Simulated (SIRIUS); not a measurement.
Crystal: BP.

```xyz
4
Lattice="3.1981 0.0000 0.0000 -1.5991 2.7697 0.0000 0.0000 0.0000 6.9739" Properties=species:S:1:pos:R:3 pbc="T T T"
B     1.5991    0.9232    0.0000
B     0.0000    1.8465    3.4870
P     0.0000    1.8465    0.0000
P     0.0000    0.0000    3.4870
```

The cell was built by a generator and needn't be a form met in nature.

Base run:

```yaml
Program: SIRIUS 7.10.0
Functional: PBEsol
Potentials_or_basis: PseudoDojo 0.4.1 PBE standard (scalar relativistic)
Cutoff: 1054 eV
Density_cutoff: 4214 eV
k_mesh: 7 × 7 × 3
Occupations: fermi-dirac, width 0.05 eV
Spin: no spin polarisation
```

Its results: band gap on the k mesh 0.80 eV; pressure 1.2 GPa.

Task: After a change of settings the same cell gave: band gap on the k mesh 0.75 eV; pressure -0.4 GPa. Which change was it?
A. functional from PBEsol to RPBE; libxc names from ["XC_GGA_X_PBE_SOL", "XC_GGA_C_PBE_SOL"] to ["XC_GGA_X_RPBE", "XC_GGA_C_PBE"]
B. functional from PBEsol to AM05; libxc names from ["XC_GGA_X_PBE_SOL", "XC_GGA_C_PBE_SOL"] to ["XC_GGA_X_AM05", "XC_GGA_C_AM05"]
C. functional from PBEsol to SOGGA11; libxc names from ["XC_GGA_X_PBE_SOL", "XC_GGA_C_PBE_SOL"] to ["XC_GGA_X_SOGGA11", "XC_GGA_C_SOGGA11"]
D. functional from PBEsol to XLYP; libxc names from ["XC_GGA_X_PBE_SOL", "XC_GGA_C_PBE_SOL"] to ["XC_GGA_XC_XLYP"]

Result: C.

Caveats: the potentials were made for another functional, which shifts forces and pressure; an odd mesh through Γ misses points on the zone boundary, where band edges often lie; this functional lacks dispersion, which binds the layers, so the pressure and a relaxed spacing across them are unreliable (some runs).

Runs at the PBE level aren't shown here.
